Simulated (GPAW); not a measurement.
# As (P6/mmm) in GPAW: reference runs

How does As come out in PBE? The cell is run as given.

All numbers are computed with GPAW 26.7.0; they aren't measurements. Logs are shortened: lines on timing, memory, paths and dates and some standing lists are left out, and cuts for length are marked. The log counts tension as positive stress, the text compression.

## (1) Starting point

The structure is hexagonal, space group P6/mmm (No. 191). Conventional cell: a = 4.566 Å, b = 4.566 Å, c = 2.834 Å, α = 90.00°, β = 90.00°, γ = 120.00°. As (site symmetry -6m2) has 5 As at 2.64 to 2.83 Å as nearest neighbours.

The cell was built by a generator and needn't be a form met in nature.

## (2) Single point, PBE

run.py reads:

```python
from ase import Atoms
from ase.dft.bandgap import bandgap
from ase.io import write
from ase.units import GPa
from gpaw import GPAW, PW

atoms = Atoms(['As', 'As'],
              cell=[[4.5664006912, 0.0, 0.0],
                    [-2.2832003456, 3.9546190024, 0.0],
                    [0.0, 0.0, 2.83374]],
              scaled_positions=[[0.33333, 0.66667, 0.0],
                                [0.6666633333, 0.3333366667, 0.0]],
              pbc=True)

calc = GPAW(mode=PW(600),
            xc='PBE',
            kpts={'size': (7, 7, 9), 'gamma': True},
            occupations={'name': 'fermi-dirac', 'width': 0.05},
            nbands=13,
            convergence={'density': 1e-05, 'energy': 1e-05},
            maxiter=150,
            txt='gpaw.txt')
atoms.calc = calc
energy = atoms.get_potential_energy()
forces = atoms.get_forces()
stress = atoms.get_stress()
calc.write('gs.gpw')
write('result.traj', atoms)
print(f'Energy: {energy:.6f} eV')
print('Forces (eV/A):')
print(forces.round(4))
print('Stress (GPa):', (stress / GPa).round(3))
print('Fermi level:', round(calc.get_fermi_level(), 4), 'eV')
print(f'Gap: {bandgap(calc)[0]:.4f} eV, direct: {bandgap(calc, direct=True)[0]:.4f} eV')
```

Potentials or basis: GPAW PAW data sets (gpaw-data 1.2.1), pw.

The run is started by

```bash
> OMP_NUM_THREADS=1 python run.py
```

gpaw.txt:

```text
__  _  _
 | _ |_)|_||  |
 |__||  | ||/\| - 26.7.0

Input parameters:
  mode=PW(ecut=600.0),
  convergence={'density': 1e-05, 'energy': 1e-05},
  kpts=MonkhorstPack(size=(7, 7, 9), gamma=True),
  maxiter=150,
  nbands=13,
  occupations=Occupations(name='fermi-dirac', width=0.05),
  xc=XC(name='PBE')

Diagonalizing LCAO Hamiltonian
Converting LCAO to pw mode

        As  As

Atoms  # Å, Bohr magnetons
|   | symbol |         x |        y |        z |    initial magnetic moments |
|---|--------|-----------|----------|----------|-----------------------------|
| 0 |     As | -0.000023 | 2.636426 | 0.000000 | ( 0.0000,  0.0000,  0.0000) |
| 1 |     As |  2.283178 | 1.318220 | 0.000000 | ( 0.0000,  0.0000,  0.0000) |

Unit cell  # Å
| periodic |         x |        y |        z |  lengths |     angles |
|----------|-----------|----------|----------|----------|------------|
|      yes |  4.566401 | 0.000000 | 0.000000 | 4.566401 |  90.000000 |
|      yes | -2.283200 | 3.954619 | 0.000000 | 4.566401 |  90.000000 |
|      yes |  0.000000 | 0.000000 | 2.833740 | 2.833740 | 120.000000 |

Number of symmetries: 4
Symmetry operations  # r_c * U_cc + t_c -> r_c
|   | kind |            matrix            |
|---|------|------------------------------|
| 0 |  E   |  1, 0, 0,  0, 1, 0,  0, 0, 1 |
| 1 |  σ   |  1, 0, 0,  0, 1, 0,  0, 0,-1 |
| 2 |  σ   |  0,-1, 0, -1, 0, 0,  0, 0, 1 |
| 3 |  C2  |  0,-1, 0, -1, 0, 0,  0, 0,-1 |

BZ-sampling:
  Number of BZ points: 441
  Number of IBZ points: 80

  Monkhorst-Pack size: [7, 7, 9]
  Monkhorst-Pack shift: [0, 0, 0]

K-points  # in reciprocal-cell coordinates
|     |                                coordinates |     weight |
|-----|--------------------------------------------|------------|
|   0 | (  0.00000000,   0.00000000,   0.00000000) | 0.00226757 |
|   1 | (  0.00000000,   0.00000000,   0.11111111) | 0.00453515 |
|   2 | (  0.00000000,   0.00000000,   0.22222222) | 0.00453515 |
|   3 | (  0.00000000,   0.00000000,   0.33333333) | 0.00453515 |
|   4 | (  0.00000000,   0.00000000,   0.44444444) | 0.00453515 |
|   5 | (  0.14285714,  -0.14285714,   0.00000000) | 0.00453515 |
|   6 | (  0.14285714,  -0.14285714,   0.11111111) | 0.00907029 |
|   7 | (  0.14285714,  -0.14285714,   0.22222222) | 0.00907029 |
|   8 | (  0.14285714,  -0.14285714,   0.33333333) | 0.00907029 |
|   9 | (  0.14285714,  -0.14285714,   0.44444444) | 0.00907029 |
| ... |                                            |            |
|  79 | (  0.42857143,   0.42857143,   0.44444444) | 0.00907029 |

Plane wave coefficients: 1728
Cutoff: 600.0 eV

Spin-components: 1 (collinear spins)
Bands:           13
Projectors:      10
Spin-degeneracy: 2
Datatype:        complex128

Parallelization:
  kpt:    1
  domain: 1
  band:   1

Density:
  Valence electrons: 10.0
  Components: 1
  Grid points: [27 27 18]
  Charge: 0.0  # |e|

Potential:
  Grid points: [27 27 18]

species:
  As:
    name:    Arsenic
    Z:       33.0
    valence: 5
    core:    28
    charge:  0.0  # [|e|]
    compensation charges:
      type: gauss
      rc: 0.33  # [Å]
      lmax: 2
    cutoffs:
      filter: 1.87  # [Å]
      core: 2.96  # [Å]
    projectors
    | kind |    occ | energy [eV] | rcut [Å] |
    |------|--------|-------------|----------|
    |   4s |  2.000 |     -14.487 |    1.058 |
    |   4p |  3.000 |      -5.196 |    1.058 |
    |    s |        |      12.725 |    1.058 |
    |    p |        |      22.016 |    1.058 |
    |    d |        |       0.000 |    1.058 |

    Using partial waves for As as LCAO basis

Reference energy: -123005.947200  # eV

eigensolver:
  PPCG
  Converge bands: occupied
  niter=2

density mixing:
  MSR1-Mixer
  Pratt-step length: 0.05
  Maximum mixing coefficient: 0.75
  Old densities: 10
  SVD Regularization: 0.005
  Good broyden scale: 1.0
  Trust region scale: 1.0
  Backstep threshold: 4.0
  History deletion threshold: 6.0
  Fourier metric: weight=20.0, sigma=0.015

occupation numbers:
  Fermi-Dirac:
    width: 0.0500  # eV

poisson solver:
  ecut: 4800.0  # eV

xc functional:
  name: PBE with 2 nearest neighbor stencil

convergence criteria:
- Maximum integral of absolute [dens]ity change: 1e-05 electrons / valence electron
- Maximum [total energy] change in last 3 cyles: 1e-05 eV / valence electron
- Maximum integral of absolute [eigenst]ate change: 4e-08 eV^2 / valence electron
maximum number of iterations: 150

SCF iterations
|iter     | |      energy | eigst |  dens |
|---------|-|-------------|-------|-------|
|iter:   1| |   -8.942217 | -0.64 |       |
|iter:   2| |   -8.941682 | -2.87 | -1.22 |
|iter:   3| |   -8.921011 | -3.17 | -1.24 |
|iter:   4| |   -8.920757 | -4.12 | -1.79 |
|iter:   5| |   -8.920888 | -5.54 | -2.52 |
|iter:   6| |   -8.920895 | -6.61 | -3.20 |
|iter:   7| |   -8.920893c| -7.25 | -3.40 |
|iter:   8| |   -8.920893c| -8.30c| -4.00 |
|iter:   9| |   -8.920893c| -8.29c| -4.85 |
|iter:  10| |   -8.920893c| -8.56c| -5.27c|

Converged in 10 steps
Energy contributions relative to reference atoms: (reference = -123005.947200)

Energy contributions:
  Kinetic:          13.251364
  Coulomb:         -13.681115
  Zero:             -0.015027
  External:          0.000000
  Xc:               -8.473522
  Entropy:          -0.005184
  Spinorbit:         0.000000
  ----------------------------
  Free energy:      -8.923485
  Extrapolated:     -8.920893

dipole moment: (-0.000106, 0.000049, -18.870690)  # |e|*Ang

Fermi level: 5.094
Eigenvalues  # (at kpt = [0.000, 0.000, 0.000])
| band index |      eig [eV] | occ [0-2] |
|------------|---------------|-----------|
|          0 |        -9.024 |     2.000 |
|          1 |        -3.422 |     2.000 |
|          2 |         0.925 |     2.000 |
|          3 |         0.925 |     2.000 |
|          4 |         5.226 |     0.132 |
|          5 |         5.226 |     0.132 |
|          6 |         8.415 |     0.000 |
|          7 |         9.818 |     0.000 |
|          8 |        12.293 |     0.000 |
|          9 |        13.616 |     0.000 |
|         10 |        19.416 |     0.000 |
|         11 |        19.416 |     0.000 |
|         12 |        20.301 |     0.000 |

No gap
No difference between direct/indirect transitions

Forces  # eV/Ang
|        x |        y |       z |
|----------|----------|---------|
|  0.00001 | -0.00001 | 0.00000 |  # As   0
| -0.00001 |  0.00001 | 0.00000 |  # As   1

Stress tensor  # eV/Ang^3
|         x |         y |         z |
|-----------|-----------|-----------|
|  0.006206 | -0.000000 |  0.000000 |
| -0.000000 |  0.006206 |  0.000000 |
|  0.000000 |  0.000000 | -0.010940 |

# Writing to gs.gpw (mode='')
```

It took 26 s on 1 thread of Arm Neoverse V2, shared host; peak memory 0.18 GiB.

Results:

```yaml
Free_energy: -8.9235 eV
Pressure: -0.1 GPa
Band_gap_on_the_k_mesh: none (metal or under the smearing width)
```
